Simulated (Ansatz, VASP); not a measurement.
## WS2 (Tungstenite) in VASP and in Ansatz

```xyz
6
Lattice="3.2011 0.0000 0.0000 -1.6005 2.7722 0.0000 0.0000 0.0000 12.5828" Properties=species:S:1:pos:R:3 pbc="T T T"
W     1.6005    0.9241    9.4371
W     0.0000    1.8481    3.1457
S     1.6005    0.9241    4.7185
S     0.0000    1.8481   11.0099
S     1.6005    0.9241    1.5728
S     0.0000    1.8481    7.8642
```

Alike in both runs: task single point; functional LDA; k mesh 10 × 10 × 3; occupations fermi-dirac, width 0.05 eV; no spin polarisation.

|  | VASP | Ansatz |
| --- | --- | --- |
| version | VASP 6.6.1 | Ansatz 0.2.0 |
| potentials or method | VASP PAW LDA potentials, release 64 (W_sv, S) | JTH PAW LDA |
| plane-wave cutoff (eV) | 520 | 1290 |
| valence electrons in the cell | 52 | 52 |

```csv
,VASP,Ansatz,Ansatz less VASP
gap on the k mesh at the Fermi level (eV),1.07,1.07,0.000
least direct gap on the mesh (eV),2.02,2.01,-0.005
pressure (GPa),-8.1,-8.4,-0.30
largest component of the traceless stress (GPa),1.04,0.99,-0.054
rms of the force components (eV/Å),0.303,0.326,+0.0232
```

Atom by atom the forces differ by 0.023 eV/Å (rms over components).

Caveats: spin-orbit coupling is left out, which moves the levels of the heavy elements; an odd mesh through Γ misses points on the zone boundary, where band edges often lie (VASP); odd divisions of the mesh miss points on the zone boundary, where band edges often lie, so the gap on the mesh can be too wide (Ansatz).
